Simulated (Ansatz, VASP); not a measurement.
AlN: VASP beside Ansatz

```
Al N
1.0
     3.08878    0.00000    0.00000
    -1.54439    2.67496    0.00000
     0.00000    0.00000    4.91859
Al N
2 2
Direct
  0.33333 0.66667 0.00000
  0.66667 0.33333 0.50000
  0.33333 0.66667 0.38200
  0.66667 0.33333 0.88200
```

Alike in both runs: task relaxation of the atoms; functional LDA; k mesh 8 × 8 × 5; no spin polarisation.

|  | VASP | Ansatz |
| --- | --- | --- |
| version | VASP 6.6.1 | Ansatz 0.2.0 |
| potentials or method | VASP PAW LDA potentials, release 64 (Al, N) | scalar-relativistic, plane waves, PAW |
| plane-wave cutoff (eV) | 520 | 420 |
| occupations | gaussian, width 0.01 eV | fixed |
| valence electrons in the cell | 16 | 16 |

```csv
,VASP,Ansatz,Ansatz less VASP
"gap on the k mesh at the Fermi level, each at its own relaxed structure (eV)",4.44,4.43,-0.006
```

Ansatz warned: «stress_scf_threshold_loose».

LDA gaps usually lie below the measured ones, often by a third to a half.
